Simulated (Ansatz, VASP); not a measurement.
This is a calculation of Y for Ansatz 0.2.0.

Contents of input.yaml:

```yaml
crystal:
  lattice:
    - [3.6953976095, 0.0, 0.0]
    - [-1.8476988047, 3.2003082069, 0.0]
    - [0.0, 0.0, 5.8060112795]
  atoms:
    - { symbol: "Y", position: [0.6666666667, 0.3333333333, 0.75] }
    - { symbol: "Y", position: [0.3333333333, 0.6666666667, 0.25] }
kpoints:
  mp_grid: { grid: [8, 8, 5] }
scf:
  occupations: { method: fermi_dirac, width: 0.05 }
hamiltonian:
  xc: pbe
  pseudopotentials: { kind: all_electron, lapw: { basis_error: 0.0005 } }
output:
  forces: true
  stress: true
  eigenvalues: true
```

Potentials or basis: all-electron LAPW, scalar-relativistic.

Run with:

```sh
$ ansatz run input.yaml --threads 1 --pin off --max-ram 3072MiB --backend cpu --events-out ev --progress --plain --runs-dir out
```

Problem. Translate it to VASP 6.6.1. Potentials there: VASP PAW PBE potentials, release 64 (Y_sv).

Solution. As run (the cutoff follows the program's own potentials):

INCAR

```
SYSTEM = Y
PREC = Accurate
ENCUT = 520
EDIFF = 1E-6
ISMEAR = -1
SIGMA = 0.05
LREAL = .False.
LASPH = .True.
NELM = 100
ALGO = Fast
ISIF = 2
LWAVE = .False.
LCHARG = .False.
GGA = PE
NBANDS = 18
```

KPOINTS

```
Automatic mesh
0
Gamma
  8 8 5
  0 0 0
```

The input POSCAR:

```
Y
1.0
    3.6953976095      0.0000000000      0.0000000000
   -1.8476988047      3.2003082069      0.0000000000
    0.0000000000      0.0000000000      5.8060112795
Y
2
Direct
    0.6666666667      0.3333333333      0.7500000000
    0.3333333333      0.6666666667      0.2500000000
```

Potentials or basis: VASP PAW PBE potentials, release 64 (Y_sv).

Run with:

```bash
$ cat potpaw_PBE.64/Y_sv/POTCAR > POTCAR
$ mpirun -np 1 vasp_std > vasp.out
```

Both were run:

|  | VASP | Ansatz | Ansatz less VASP |
| --- | --- | --- | --- |
| gap on the k mesh at the Fermi level (eV) | none | none | - |
| pressure (GPa) | -1.7 | -1.6 | +0.09 |
| largest component of the traceless stress (GPa) | 0.27 | 0.27 | 0.000 |

A gap of «none» marks a metal or a gap that the smearing closes. Ansatz ran all-electron here, so the differences hold the error of VASP's frozen core and of both bases.
